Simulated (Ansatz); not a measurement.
# Ru: stress in a strained cell

Aim: deform Ru (equal xy, yz and zx engineering shear strains of +2 %) and compute stress, forces and field gradients with LAPW, PAW and all-electron datasets made for the crystal.

Method: DFT PBE, scalar-relativistic, in Ansatz 0.2.0.

## (1) The system as given

The structure is hexagonal, space group P6_3/mmc (No. 194). Conventional cell: a = 2.706 Å, b = 2.706 Å, c = 4.282 Å, α = 90.00°, β = 90.00°, γ = 120.00°. Ru (site symmetry -6m2) has 12 Ru at 2.65 to 2.71 Å as nearest neighbours.

Structure file:

```
Ru
1.0
     2.70580    0.00000    0.00000
    -1.35290    2.34329    0.00000
     0.00000    0.00000    4.28190
Ru
2
Direct
  0.33333 0.66667 0.25000
  0.66667 0.33333 0.75000
```

Atoms are numbered in the order of the input: Ru1, Ru2.

## (2) After the deformation

Space group P6_3/mmc before, P-1 after.

## (3) Full-potential LAPW

input.yaml reads:

```yaml
crystal:
  lattice:
    - [2.7057993342, 0.0270579933, 0.0270579933]
    - [-1.3294667575, 2.3297619643, 0.0099039129]
    - [0.042819, 0.042819, 4.2819]
  atoms:
    - { symbol: Ru, position: [0.3333333333, 0.6666666667, 0.25] }
    - { symbol: Ru, position: [0.6666666667, 0.3333333333, 0.75] }
kpoints:
  mp_grid: { grid: [14, 14, 8] }
  band_path:
    path:
      - [0.0, 0.0, 0.0]
      - [0.0, -0.5, 0.0]
      - [0.0, 0.0, 0.5]
      - [0.0, 0.0, 0.0]
      - [-0.5, 0.0, 0.0]
      - [-0.5, 0.5, -0.5]
      - [0.0, 0.0, 0.0]
      - [-0.5, 0.0, -0.5]
      - [-0.5, 0.5, 0.0]
    npoints: 5
scf:
  occupations: { method: fermi_dirac, width: 0.03 }
hamiltonian:
  xc: pbe
  pseudopotentials: { kind: all_electron, lapw: { basis_error: 0.0005 } }
output:
  forces: true
  stress: true
  eigenvalues: true
```

Run with:

```console
> ansatz run input.yaml --threads 1 --pin off --max-ram 3072MiB --backend cpu --events-out ev --progress --plain --runs-dir out
```

## (4) PAW on the default files

input.yaml reads:

```yaml
crystal:
  lattice:
    - [2.7057993342, 0.0270579933, 0.0270579933]
    - [-1.3294667575, 2.3297619643, 0.0099039129]
    - [0.042819, 0.042819, 4.2819]
  atoms:
    - { symbol: Ru, position: [0.3333333333, 0.6666666667, 0.25] }
    - { symbol: Ru, position: [0.6666666667, 0.3333333333, 0.75] }
kpoints:
  mp_grid: { grid: [14, 14, 8] }
scf:
  occupations: { method: fermi_dirac, width: 0.03 }
hamiltonian:
  xc: pbe
  pseudopotentials: { kind: paw }
output:
  forces: true
  stress: true
  eigenvalues: true
  efg: { contact_densities: true }
```

## (5) Datasets made for this crystal

input.yaml: that of step 4 with these lines changed.

```diff
@@ -14,3 +14,3 @@
   xc: pbe
-  pseudopotentials: { kind: paw }
+  pseudopotentials: { kind: all_electron, datasets: crystal }
 output:
```

(Steps that only read results are left out.)

**Question.** What will these runs give? Wanted: pressure; largest shear or deviatoric stress.

The runs gave:

| quantity | value |
| --- | --- |
| pressure | LAPW 4.86, PAW 4.93, crystal datasets 4.86 GPa |
| largest shear or deviatoric stress (LAPW) | 3.93 GPa |

What this shows: The largest part of the stress beyond the pressure is 3.93 GPa in size, in the xy component; the atoms are carried along and not relaxed. No run of the undeformed cell stands beside it, so the pressure holds what the given cell had before the change. PAW: stress within 0.09 GPa of LAPW, forces within 1 meV/Å. Crystal datasets: stress within 0.01 GPa of LAPW, forces within 1 meV/Å.
